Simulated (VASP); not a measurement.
Wanted: the native input for a VASP 6.6.1 run.

* Task: relaxation of cell and atoms
* Functional: PBE
* Dispersion: D3(BJ)
* Potentials or basis: VASP PAW PBE potentials, release 64 (Hf_pv, S)
* Cutoff: 600 eV
* k mesh: 9 × 9 × 5
* Occupations: gaussian, width 0.03 eV
* Spin: no spin polarisation
* Further INCAR settings: ALGO = Normal; EDIFF = 1e-06; IBRION = 2; EDIFFG = -0.01; NSW = 90; ISIF = 3

The structure of HfS2 lies in POSCAR:

```
HfS2
1.0
    3.6396641800      0.0000000000      0.0000000000
   -1.8198320900      3.1520416411      0.0000000000
    0.0000000000      0.0000000000      6.0555624700
Hf S
1 2
Direct
    0.0000000000      0.0000000000      0.0000000000
    0.6666666700      0.3333333300      0.7639520500
    0.3333333300      0.6666666700      0.2360479500
```

The cell is a database's computed one.

One way to write it, as run:

INCAR

```
ALGO = Normal
EDIFF = 1E-6
EDIFFG = -0.01
ENCUT = 600
GGA = PE
IBRION = 2
ISIF = 3
ISMEAR = 0
IVDW = 12
LASPH = T
LCHARG = F
LREAL = F
LWAVE = F
NELM = 80
NSW = 90
PREC = Accurate
SIGMA = 0.03
```

KPOINTS

```
k-points
0
Gamma
  9 9 5
```

Potentials or basis: VASP PAW PBE potentials, release 64 (Hf_pv, S).

The run is started by

```sh
$ cat potpaw_PBE.64/Hf_pv/POTCAR potpaw_PBE.64/S/POTCAR > POTCAR
$ mpirun -np 1 vasp_std > vasp.out
```

Results of the run:

```yaml
Relaxed_volume: 21.55 Å³/atom
Relaxed_cell: a = 3.597 Å, b = 3.597 Å, c = 5.770 Å, α = 90.00°, β = 90.00°, γ = 120.00°
Space_group_after_relaxing_to_0.05_Å: P-3m1 (No. 164)
Energy_gained_by_relaxing: 9.9 meV/atom
Ionic_steps: 13
Pressure_after_relaxing: 0.0 GPa
Band_gap_on_the_k_mesh: 0.91 eV, indirect (least direct gap 1.85 eV)
Dispersion_energy_per_atom: -0.342 eV
```

Caveat: spin-orbit coupling is left out, which moves the levels of the heavy elements; an odd mesh through Γ misses points on the zone boundary, where band edges often lie.

Run time: 5.6 min on 1 thread of Intel(R) Xeon(R) Platinum 8488C (Sapphire Rapids), on a shared host, peak memory 0.25 GiB.
